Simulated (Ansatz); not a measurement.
From the elastic tensor of KI to moduli and sound speeds

Theory: DFT PBE, scalar-relativistic, plane waves, PAW in Ansatz 0.2.0. Cutoff 420 eV, 6×6×4 k-points (Γ-centred), fixed occupations. No spin polarisation.

Space group P6_3/mmc (No. 194), hexagonal, a = 6.089 Å, c = 7.120 Å. Around K lie 5 I at 3.52–3.56 Å; I has 5 K at 3.52–3.56 Å.

The cell was found from a structure generator's guess, not taken from experiment. Spin–orbit coupling is left out, which matters for heavy elements.

Relaxed-ion constants (GPa, on the Cartesian axes of the calculation):
C11 = 10.8, C12 = 9.6, C13 = 3.2, C22 = 10.8, C23 = 3.2, C33 = 21.6, C44 = 3.0, C55 = 3.0, C66 = 0.6 GPa; the others vanish.

Density 2.412 g/cm³; 4 atoms in 228.59 Å³.

With S = C⁻¹: B_V = (C11+C22+C33+2(C12+C13+C23))/9, G_V = (C11+C22+C33−C12−C13−C23+3(C44+C55+C66))/15, 1/B_R = S11+S22+S33+2(S12+S13+S23), 15/G_R = 4(S11+S22+S33−S12−S13−S23)+3(S44+S55+S66); Hill is their mean. Then v_l = √((B+4G/3)/ρ), v_t = √(G/ρ), v_m = [(2/v_t³+1/v_l³)/3]^(−1/3) and Θ = (ħ/k_B)·v_m·(6π²n/V)^(1/3) for n atoms in the volume V; E = 9BG/(3B+G), ν = (3B−2G)/(2(3B+G)) and A^U = 5G_V/G_R + B_V/B_R − 6.

```
Bulk modulus, Voigt / Reuss / Hill          : 8.3 / 8.2 / 8.3 GPa
Shear modulus, Voigt / Reuss / Hill         : 3.1 / 1.2 / 2.2 GPa
Young's modulus                             : 6 GPa
Poisson ratio                               : 0.379
Pugh ratio B/G                              : 3.79 (over 1.75, the rule of thumb for ductile)
Universal anisotropy index                  : 7.98
Longitudinal and transverse sound speeds    : 2153 and 951 m/s
Debye temperature from the mean sound speed : 83 K
```
